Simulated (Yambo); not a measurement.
## ZrSe2: energy-loss spectrum with PBE

**Experimental background.**

From “Stress-Tuned Optical Transitions in Layered 1T-MX2 (M= Hf, Zr, Sn; X= S, Se) Crystals”, 2022, arxiv:2210.12074, for a bulk crystal of ZrSe2: band gap 1.2 eV (indirect).

Crystal: ZrSe2.

```
CELL_PARAMETERS angstrom
3.79800 0.00000 0.00000
-1.89900 3.28916 0.00000
0.00000 0.00000 6.19200
ATOMIC_POSITIONS crystal
Zr 0.00000 0.00000 0.00000
Se 0.66667 0.33333 0.75000
Se 0.33333 0.66667 0.25000
```

- Program: Yambo 5.3.0
- Task: energy-loss spectrum
- Functional: PBE
- Potentials or basis: PseudoDojo 0.4.1 SR PBE standard
- Cutoff: 1170 eV
- Density cutoff: 4680 eV
- k mesh: 6 × 6 × 4
- Occupations: fixed
- Spin: no spin polarisation
- k mesh of the self-consistent run: 12 × 12 × 6
- Broadening: 0.3 eV
- Kernel: Hartree (RPA with local fields)
- Top of the energy range: 50 eV
- Energy points: 250
- Correction of the levels: none
- Bands in the response: 52
- Cutoff of the response matrix: 3 Ry

```
Band gap on the k mesh, mean-field level : 0.37 eV, indirect (least direct gap 1.05 eV)
Peak of the energy-loss function         : 20.7 eV
```

Energy-loss function at q = [0.0, 0.0, -0.5] (reciprocal lattice):
| energy (eV) | loss |
| --- | --- |
| 0.0 | 0.009 |
| 2.2 | 0.054 |
| 4.4 | 0.075 |
| 6.4 | 0.133 |
| 8.6 | 0.162 |
| 10.8 | 0.310 |
| 13.1 | 0.498 |
| 15.3 | 0.684 |
| 17.5 | 1.064 |
| 19.5 | 1.579 |
| 21.7 | 1.365 |
| 23.9 | 0.801 |
| 26.1 | 0.699 |
| 28.3 | 0.406 |
| 30.5 | 0.172 |
| 32.5 | 0.113 |
| 34.7 | 0.199 |
| 36.9 | 0.457 |
| 39.2 | 0.370 |
| 41.4 | 0.513 |
| 43.6 | 0.301 |
| 45.6 | 0.213 |
| 47.8 | 0.161 |
| 50.0 | 0.165 |

Wall time 6.8 min on 1 thread of Arm Neoverse V2, on a shared host.

Against the measured gap of ZrSe2, 1.2 eV (indirect; quoted in “Stress-Tuned Optical Transitions in Layered 1T-MX2 (M= Hf, Zr, Sn; X= S, Se) Crystals”, 2022, arxiv:2210.12074), the calculated 0.37 eV is off by -0.83 eV. Spin-orbit coupling on Se, Zr is left out. The value is that of PBE on a finite k mesh, which can miss the band edges, without temperature or zero-point motion. Semilocal functionals fall short of measured gaps as a rule.

Caveat: loss spectra need finer meshes, so the fine structure isn't converged.
